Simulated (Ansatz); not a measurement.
# Ta4N5: compression at zero temperature

One table from this session's results is given with a row withheld; the runs are named, their logs left out.

Computed with Ansatz 0.2.0 (DFT r2SCAN, scalar-relativistic, plane waves, PAW, unless a step's input says otherwise).

2 further runs of the same task are left out: 2 set aside as unsound or not needed.

## Starting point

The structure is tetragonal, space group I4/m (No. 87). The conventional cell has a = 6.865 Å, b = 6.865 Å, c = 4.264 Å, α = 90.00°, β = 90.00°, γ = 90.00°. Ta (site symmetry m) has 6 N at 2.07 to 2.21 Å in its first shell of neighbours. Around N (site symmetry 4/m) lie 4 Ta at 2.07 Å. Around N (site symmetry m) lie 5 Ta at 2.14 to 2.21 Å.

As a file:

```cif
data_structure
_symmetry_space_group_name_H-M 'I4/m'
_symmetry_Int_Tables_number 87
_cell_length_a 6.8654
_cell_length_b 6.8654
_cell_length_c 4.2638
_cell_angle_alpha 90.000
_cell_angle_beta 90.000
_cell_angle_gamma 90.000
_cell_volume 200.97
loop_
_atom_site_label
_atom_site_type_symbol
_atom_site_symmetry_multiplicity
_atom_site_Wyckoff_symbol
_atom_site_fract_x
_atom_site_fract_y
_atom_site_fract_z
_atom_site_occupancy
Ta1 Ta 8 h 0.10561 0.71706 0.50000 1
N1 N 2 b 0.00000 0.00000 0.50000 1
N2 N 8 h 0.80852 0.59170 0.50000 1
```

It goes back to an entry of the Materials Project, which need not be the stable form.

It is the result of an earlier relaxation at this level (volume 11.16 Å³/atom; gap on the mesh: none (metal)).

Set-up of the first run:

Input file input.yaml:

```yaml
crystal:
  lattice:
    - [-3.4439361693, 3.4439361693, 2.1388566089]
    - [3.4439361693, -3.4439361693, 2.1388566089]
    - [3.4439361693, 3.4439361693, -2.1388566089]
  atoms:
    - { symbol: Ta, position: [0.7829399315, 0.6056050453, 0.3885449768] }
    - { symbol: Ta, position: [0.3943949547, 0.7829399315, 0.1773348862] }
    - { symbol: Ta, position: [0.6056050453, 0.2170600685, 0.8226651138] }
    - { symbol: Ta, position: [0.2170600685, 0.3943949547, 0.6114550232] }
    - { symbol: "N", position: [0.5, 0.5, 0.0] }
    - { symbol: "N", position: [0.9082991208, 0.3085216554, 0.2168207762] }
    - { symbol: "N", position: [0.6914783446, 0.9082991208, 0.5997774654] }
    - { symbol: "N", position: [0.3085216554, 0.0917008792, 0.4002225346] }
    - { symbol: "N", position: [0.0917008792, 0.6914783446, 0.7831792238] }
basis:
  ecutwfc: 500
kpoints:
  mp_grid: { grid: [10, 10, 10] }
hamiltonian:
  xc: r2scan
scf:
  occupations: { method: gaussian, width: 0.1 }
output:
  forces: true
  stress: true
  eigenvalues: true
relax:
  adjacent_minimum: "off"
  f_tol: 0.008
  max_steps: 50
  cell: { stress_tol: 0.08, p_target: -1.0 }
```

On the command line:

```sh
ansatz run input.yaml --threads 2 --pin off --max-ram 5120MiB --backend cpu --events-out ev --progress --plain --runs-dir out
```

Steps of the session up to this table: -1 GPa; Relaxing at 1 GPa; Relaxing at 4 GPa; Target pressure 12 GPa; Target pressure 25 GPa.

One of the session's tables, all rows but one given; the rest of the session is left out.

Lengths are those of the vectors of the cell that was run:

```
P (GPa)  V (Å³/atom)  a (Å)  b (Å)  c (Å)  ΔH (eV/atom)
     -1        11.20  5.308  5.308  5.308        -0.070
      0        11.16  5.302  5.302  5.302         0.000
      1            ?      ?      ?      ?             ?
      4        11.03  5.279  5.279  5.279         0.277
     12        10.77  5.236  5.236  5.236         0.821
     25        10.41  5.175  5.175  5.175         1.680
```

Q: Estimate the row for P (GPa) = 1 from the others.

Worked estimate for «V (Å³/atom)». A straight line through the neighbours (0, 11.16) and (4, 11.03) gives 11.16 + (11.03 − 11.16) × (1 − 0) / (4 − 0) = 11.13; a parabola fitted to 4 rows on both sides gives 11.13.

As computed: V (Å³/atom): 11.13; a (Å): 5.296; b (Å): 5.296; c (Å): 5.296; ΔH (eV/atom): 0.070. In «V (Å³/atom)» the line misses by 0.00 and the parabola by 0.00.

ΔH is E + PV over the energy at zero pressure; a, b and c are the vectors of the computed cell. 

To keep in mind: The final runs have no spin polarisation, so a magnetic state may lie lower.
